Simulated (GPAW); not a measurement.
Runs of GPAW 26.7.0 on Re. It takes space group Fm-3m (No. 225, cubic). The conventional cell has a = 3.950 Å, b = 3.950 Å, c = 3.950 Å, α = 90.00°, β = 90.00°, γ = 90.00°. Re (site symmetry m-3m) has 12 Re at 2.79 Å as nearest neighbours. This isn't the form of Re at room conditions, which is hcp.

| task | level | potentials or basis | k mesh | cutoff (eV) | smearing | convergence | supercell | supercell k mesh | displacement | relaxed first | mesh quality | gap on the mesh (eV) | pressure (GPa) |
| --- | --- | --- | --- | --- | --- | --- | --- | --- | --- | --- | --- | --- | --- |
| phonons | LDA | PAW data sets generated in the run's folder for this functional, pw | 12 × 12 × 12 | 510 | fermi-dirac 0.05 eV | density=1e-06 eigenstates=1e-09 | 2 × 2 × 2 | 6 × 6 × 6 | 0.01 | none | not flagged | none | -25.6 |
| G0W0 quasiparticle levels | LDA | the program's PAW data sets (release 1.2.1) made for this functional, pw | 5 × 5 × 5 | 500 | fermi-dirac 0.05 eV | - | - | - | - | - | coarse | none | - |
| Fermi surface | SCAN | GPAW PAW data sets (gpaw-data 1.2.1), pw | 12 × 12 × 12 | 600 | fermi-dirac 0.05 eV | - | - | - | - | - | not flagged | none | -24.0 |
| G0W0 quasiparticle levels | LDA | the program's PAW data sets (release 1.2.1) made for this functional, pw | 6 × 6 × 6 | 500 | fermi-dirac 0.05 eV | - | - | - | - | - | coarse | none | - |
| single point | LDA | the program's PAW data sets (release 1.2.1) made for this functional, pw | 12 × 12 × 12 | 600 | gaussian 0.05 eV | - | - | - | - | - | not flagged | none | (a) |

Alike in all rows: no spin polarisation; cell as given.

Task: Estimate the missing entries.

Result: (a) -25.4.

Caveats: some runs use coarse meshes; so large a pressure means that the cell lies far from this level's equilibrium, or that cutoff or potentials fall short (some runs); G0W0 is unreliable with partly filled bands (some runs); the long-wavelength limit can be off by several per cent where d states take part (some runs); the cell is more than 3 GPa from zero pressure, which shifts response properties (some runs); the cutoff is short for stress and forces, so pressures can be off by a GPa or more (some runs); phonon bands are interpolated from a small supercell (some runs); on this mesh the treatment of q = 0 moves the result by about a tenth of an eV (some runs).

A k mesh can miss the band edges, and the runs leave out spin-orbit coupling on Re.

A gap of «none» marks a metal or a gap under the smearing width.

Not every run made on this cell is shown here.
